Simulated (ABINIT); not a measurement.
## BP (F-43m): G0W0 with ABINIT, start to end

How does a plane-wave GW calculation on BP (F-43m) run from the first input to the gap?

Method: LDA and many-body steps on it, plane waves, in ABINIT 10.8.3.

**1. The structure**

It takes space group F-43m (No. 216, cubic). Conventional cell: a = 4.538 Å, b = 4.538 Å, c = 4.538 Å, α = 90.00°, β = 90.00°, γ = 90.00°. Nearest to B lie 4 P at 1.97 Å. P has 4 B at 1.97 Å nearest. Farther neighbours are not listed.

The cell and positions come from the Crystallography Open Database and are kept as given unless a step says otherwise.

**2. Ground state**

This step: ABINIT 10.8.3; DFT, LDA, plane waves, norm-conserving pseudopotentials.

The ground-state density comes first.

Input file run.abi:

```
acell 3*1.0 Angstrom
rprim 
  0.000000000000 2.269000000000 2.269000000000
  2.269000000000 0.000000000000 2.269000000000
  2.269000000000 2.269000000000 0.000000000000
ntypat 2
znucl 5 15
natom 2
typat 1 2
xred 
  0.000000000000 0.000000000000 0.000000000000
  0.250000000000 0.250000000000 0.250000000000
pp_dirpath "pseudos"
pseudos "B.upf, P.upf"
ecut 34
ngkpt 8 8 8
nshiftk 1
shiftk 0 0 0
kptopt 1
chksymbreak 0
nband 9
occopt 1
tolvrs 1e-10
nstep 60
prtwf 0
indata_prefix "in"
outdata_prefix "out"
tmpdata_prefix "tmp"
```

Command:

```sh
> OMP_NUM_THREADS=1 mpirun -n 4 abinit run.abi > log
```

Numbers of over 12 decimals in the logs are rounded to 6 here.

The log of the run:

```text
.Version 10.8.3 of ABINIT. v10.8.2 released Aug 2026.

 Symmetries : space group F-4 3 m (#216); Bravais cF (face-center cubic)
================================================================================
 Values of the parameters that define the memory need of the present run
     intxc =       0    ionmov =       0      iscf =       7    lmnmax =       6
     lnmax =       6     mgfft =      32  mpssoang =       3    mqgrid =    3001
     natom =       2  nloc_mem =       1    nspden =       1   nspinor =       1
    nsppol =       1      nsym =      24    n1xccc =    2501    ntypat =       2
    occopt =       1   xclevel =       1
-    mband =           9        mffmem =           1         mkmem =           8
       mpw =        1506          nfft =       32768          nkpt =          29
================================================================================
  Rough estimation (10% accuracy) of disk space for files :
================================================================================

--------------------------------------------------------------------------------
------------- Echo of variables that govern the present computation ------------
--------------------------------------------------------------------------------
 -outvars: echo values of preprocessed input variables --------
            acell      1.8897261259E+00  1.8897261259E+00  1.8897261259E+00 Bohr

      chksymbreak           0
             ecut      3.40000000E+01 Hartree
-          fftalg         312

              ixc       -1012
              kpt      0.00000000E+00  0.00000000E+00  0.00000000E+00
                       1.25000000E-01  0.00000000E+00  0.00000000E+00
                       2.50000000E-01  0.00000000E+00  0.00000000E+00
                       3.75000000E-01  0.00000000E+00  0.00000000E+00
                       5.00000000E-01  0.00000000E+00  0.00000000E+00
                       1.25000000E-01  1.25000000E-01  0.00000000E+00
                       2.50000000E-01  1.25000000E-01  0.00000000E+00
                       3.75000000E-01  1.25000000E-01  0.00000000E+00
                       5.00000000E-01  1.25000000E-01  0.00000000E+00
   [... 18 further rows ...]
                      -3.75000000E-01  5.00000000E-01  1.25000000E-01
                      -2.50000000E-01  5.00000000E-01  2.50000000E-01
         kptrlatt        8    0    0      0    8    0      0    0    8
          kptrlen      4.85107901E+01
P           mkmem           8
            natom           2
            nband           9
            ngfft          32      32      32
             nkpt          29
            nstep          60
             nsym          24
           ntypat           2
              occ      2.000000  2.000000  2.000000  2.000000  0.000000  0.000000
[...]
prtwf           0
            rprim      0.0000000000E+00  2.2690000000E+00  2.2690000000E+00
[...]
spgroup         216

           tolvrs      1.00000000E-10

             xred      0.0000000000E+00  0.0000000000E+00  0.0000000000E+00
[...]
znucl        5.00000   15.00000

================================================================================

 chkinp: Checking input parameters for consistency.

================================================================================
== DATASET  1 ==================================================================
-   mpi_nproc: 4, omp_nthreads: 1 (-1 if OMP is not activated)

--- !DatasetInfo
iteration_state: {dtset: 1, }
dimensions: {natom: 2, nkpt: 29, mband: 9, nsppol: 1, nspinor: 1, nspden: 1, mpw: 1506, }
cutoff_energies: {ecut:  34.0, pawecutdg:  -1.0, }
electrons: {nelect:   8.00000000E+00, charge:   0.00000000E+00, occopt:   1.00000000E+00, tsmear:   1.00000000E-02, }

 Real(R)+Recip(G) space primitive vectors, cartesian coordinates (Bohr,Bohr^-1):
 R(1)=  0.0000000  4.2877886  4.2877886  G(1)= -0.1166102  0.1166102  0.1166102
 R(2)=  4.2877886  0.0000000  4.2877886  G(2)=  0.1166102 -0.1166102  0.1166102
 R(3)=  4.2877886  4.2877886  0.0000000  G(3)=  0.1166102  0.1166102 -0.1166102
 Unit cell volume ucvol=  1.5766311E+02 bohr^3
 Angles (23,13,12)=  6.00000000E+01  6.00000000E+01  6.00000000E+01 degrees

 getcut: wavevector=  0.0000  0.0000  0.0000  ngfft=  32  32  32
         ecut(hartree)=     34.000   => boxcut(ratio)=   2.01047

--- Pseudopotential description ------------------------------------------------
- B Generated using ONCVPSP code by D. R. Hamann
-  5.00000   3.00000  180309                  znucl, zion, pspdat
12 -1012 1 -1 1498                            pspcod,pspxc,lmax,lloc,mmax
     nproj     2     2     0
  pspatm : epsatm=    3.19369156
         --- l  ekb(1:nproj) -->
[...]
pspatm: atomic psp has been read  and splines computed

- P Generated using ONCVPSP code by D. R. Hamann
- 15.00000   5.00000  180309                  znucl, zion, pspdat
12 -1012 2 -1 1298                            pspcod,pspxc,lmax,lloc,mmax
     nproj     2     2     2
  pspatm : epsatm=    7.03163270
         --- l  ekb(1:nproj) -->
[...]
2   -3.024864   -0.802189
 pspatm: atomic psp has been read  and splines computed

   8.18025940E+01                                ecore*ucvol(ha*bohr**3)
--------------------------------------------------------------------------------

_setup2: Arith. and geom. avg. npw (full set) are    1493.475    1493.449

================================================================================

--- !BeginCycle
iteration_state: {dtset: 1, }
solver: {iscf: 7, nstep: 60, nline: 4, wfoptalg: 0, }
tolerances: {tolvrs: 1.00E-10, }

     iter   Etot(hartree)      deltaE(h)  residm     vres2
 ETOT  1  -9.915056    -9.915E+00 5.083E-02 1.109E+02
 ETOT  2  -9.939581    -2.452E-02 4.560E-03 2.318E+01
 ETOT  3  -9.945288    -5.707E-03 1.347E-02 2.185E-01
 ETOT  4  -9.945333    -4.526E-05 7.401E-03 9.600E-04
 ETOT  5  -9.945333    -7.213E-08 2.933E-03 1.073E-05
 ETOT  6  -9.945333    -1.420E-09 3.814E-04 2.248E-07
 ETOT  7  -9.945333    -3.630E-11 1.226E-04 2.352E-09
 ETOT  8  -9.945333    -2.238E-13 4.714E-05 5.082E-11

 At SCF step    8       vres2   =  5.08E-11 < tolvrs=  1.00E-10 =>converged.

 Cartesian components of stress tensor (hartree/bohr^3)
  sigma(1 1)=  1.93282974E-04  sigma(3 2)=  0.00000000E+00
  sigma(2 2)=  1.93282974E-04  sigma(3 1)=  0.00000000E+00
  sigma(3 3)=  1.93282974E-04  sigma(2 1)=  0.00000000E+00

--- !ResultsGS
iteration_state: {dtset: 1, }
comment   : Summary of ground state results
lattice_vectors:
- [  0.0000000,   4.2877886,   4.2877886, ]
- [  4.2877886,   0.0000000,   4.2877886, ]
- [  4.2877886,   4.2877886,   0.0000000, ]
lattice_lengths: [   6.06385,    6.06385,    6.06385, ]
lattice_angles: [ 60.000,  60.000,  60.000, ] # degrees, (23, 13, 12)
lattice_volume:   1.5766311E+02
convergence: {deltae: -2.238E-13, res2:  5.082E-11, residm:  4.714E-05, diffor: null, }
etotal    :  -9.94533338E+00
entropy   :   0.00000000E+00
fermie    :   2.66764467E-01
cartesian_stress_tensor: # hartree/bohr^3
- [  1.93282974E-04,   0.00000000E+00,   0.00000000E+00, ]
- [  0.00000000E+00,   1.93282974E-04,   0.00000000E+00, ]
- [  0.00000000E+00,   0.00000000E+00,   1.93282974E-04, ]
pressure_GPa:  -5.6866E+00
xred      :
- [  0.0000E+00,   0.0000E+00,   0.0000E+00,  B]
- [  2.5000E-01,   2.5000E-01,   2.5000E-01,  P]
cartesian_forces: # hartree/bohr
- [ -0.00000000E+00,  -0.00000000E+00,  -0.00000000E+00, ]
- [ -0.00000000E+00,  -0.00000000E+00,  -0.00000000E+00, ]
force_length_stats: {min:   0.00000000E+00, max:   0.00000000E+00, mean:   0.00000000E+00, }

 Integrated electronic density in atomic spheres:
 ------------------------------------------------
 Atom  Sphere_radius  Integrated_density
    1        2.00000          2.69856628
    2        2.00000          2.92877689
================================================================================

 ----iterations are completed or convergence reached----

 Mean square residual over all n,k,spin=   33.024E-08; max=  47.139E-06
 reduced coordinates (array xred) for    2 atoms
       0.000000000000      0.000000000000      0.000000000000
       0.250000000000      0.250000000000      0.250000000000
 rms dE/dt=  0.0000E+00; max dE/dt=  0.0000E+00; dE/dt below (all hartree)
    1       0.000000000000      0.000000000000      0.000000000000
    2       0.000000000000      0.000000000000      0.000000000000

 cartesian coordinates (angstrom) at end:
    1      0.000000     0.000000     0.000000
    2      1.134500     1.134500     1.134500

 cartesian forces (hartree/bohr) at end:
    1     -0.000000    -0.000000    -0.000000
    2     -0.000000    -0.000000    -0.000000
 frms,max,avg= 0.0000000E+00 0.0000000E+00   0.000E+00  0.000E+00  0.000E+00 h/b

 cartesian forces (eV/Angstrom) at end:
    1     -0.000000    -0.000000    -0.000000
    2     -0.000000    -0.000000    -0.000000
 frms,max,avg= 0.0000000E+00 0.0000000E+00   0.000E+00  0.000E+00  0.000E+00 e/A
 length scales=  1.889726125908  1.889726125908  1.889726125908 bohr
              =  1.000000000000  1.000000000000  1.000000000000 angstroms
 prteigrs : about to open file out_EIG
 Fermi (or HOMO) energy (hartree) =   0.26676   Average Vxc (hartree)=  -0.40614
 Eigenvalues (hartree) for nkpt=  29  k points:
 kpt#   1, nband=  9, wtk=  0.00195, kpt=  0.0000  0.0000  0.0000 (reduced coord)
  -0.29912    0.26676    0.26676    0.26676    0.39121    0.39121    0.39121    0.53650
   0.68093
 prteigrs : prtvol=0 or 1, do not print more k-points.

--- !EnergyTerms
iteration_state     : {dtset: 1, }
comment             : Components of total free energy in Hartree
kinetic             :  4.66327709358637E+00
hartree             :  6.28233186811952E-01
xc                  : -3.32048385479749E+00
Ewald energy        : -1.04916197636976E+01
psp_core            :  5.18844228886739E-01
local_psp           : -3.01821889928580E+00
non_local_psp       :  1.07463463149545E+00
total_energy        : -9.94533337700038E+00
total_energy_eV     : -2.70626307866604E+02
band_energy         :  2.34280599719305E-01

 Cartesian components of stress tensor (hartree/bohr^3)
  sigma(1 1)=  1.93282974E-04  sigma(3 2)=  0.00000000E+00
  sigma(2 2)=  1.93282974E-04  sigma(3 1)=  0.00000000E+00
  sigma(3 3)=  1.93282974E-04  sigma(2 1)=  0.00000000E+00

-Cartesian components of stress tensor (GPa)         [Pressure= -5.6866E+00 GPa]
- sigma(1 1)=  5.68658142E+00  sigma(3 2)=  0.00000000E+00
- sigma(2 2)=  5.68658142E+00  sigma(3 1)=  0.00000000E+00
- sigma(3 3)=  5.68658142E+00  sigma(2 1)=  0.00000000E+00

== END DATASET(S) ==============================================================
================================================================================

 -outvars: echo values of variables after computation  --------
           etotal     -9.9453333770E+00
            nband           9
             nkpt          29
          spgroup         216
 [... the other variables as echoed above ...]

 Calculation completed.
```

It took 3.9 s on 4 MPI ranks of Arm Neoverse V1, shared host; peak memory 0.25 GiB.

This step gave:

| Property | Result |
| --- | --- |
| total energy | -270.6263 eV |
| gap | 1.229 eV |
| k of the valence top | 0, 0, 0 |
| k of the conduction bottom | 0.375, 0.375, 0 |
| least direct gap | 3.386 eV |
| pressure | -5.687 GPa |

The gap is indirect, with the least direct gap 2.16 eV higher.

The cutoff was set for levels, not for stress, so the pressure can be off by some GPa.

[end of part 1 of 3]

[Paths, hosts, dates, memory and timing lines, banners, echoed tables and standing remarks are left out of the program output.]

[Logs are printed without paths, hosts, clocks, repeated set-up lines and the standing remarks that a program may print on its own settings, such as how far it seeks lower states.]

[Runs of the session that timed out or met a known fault of the program may be left out.]

[Hosts, paths, dates, database ids (printed as entryN), source tags and the programs' standing remarks are cut or masked in the printed files.]

[G0W0 gaps are taken among the corrected bands and points alone; a level outside them can change the order at an edge.]

[Where Ansatz stands beside ABINIT at settings called matched, ABINIT's density can come from a denser mesh and the files from another edition; pairs whose starting gaps differed by over 0.03 eV were left out, so agreement reads better than it is.]
